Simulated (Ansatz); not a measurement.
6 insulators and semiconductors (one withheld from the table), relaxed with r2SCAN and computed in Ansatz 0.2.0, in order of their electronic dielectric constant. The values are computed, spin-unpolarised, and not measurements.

| solid | mean ε∞, r2SCAN | gap, r2SCAN (eV) | gap, HSE06 (eV) | gap, PBE0 (eV) | PBE0 − HSE06 (eV) |
| --- | --- | --- | --- | --- | --- |
| SrCl₂ (fluorite) | 2.8 | 5.94 | 6.59 | 7.32 | +0.73 |
| CaO (rocksalt) | 3.5 | 4.20 | 5.31 | 6.05 | +0.74 |
| AlN (wurtzite) | 4.2 | 4.88 | 5.60 | 6.33 | +0.73 |
| AlP (zincblende) | 7.3 | 1.93 | 2.28 | 2.96 | +0.68 |
| Si (diamond) | 11.7 | 0.77 | 1.14 | 1.80 | +0.66 |

Task: ZnS (zincblende) has a = 5.388 Å and an r2SCAN gap of 2.71 eV. Estimate its row.

Result:
```
           solid  mean ε∞, r2SCAN  gap, r2SCAN (eV)  gap, HSE06 (eV)  gap, PBE0 (eV)  PBE0 − HSE06 (eV)
ZnS (zincblende)              5.4              2.71             3.38            4.04              +0.66
```

HSE06 opens the r2SCAN gap by 0.36 to 1.11 eV; the correlation with 1/ε∞ is 0.66, and six solids can't settle a trend.

The meshes of the hybrids are coarse, so their gaps aren't converged to the digits shown.
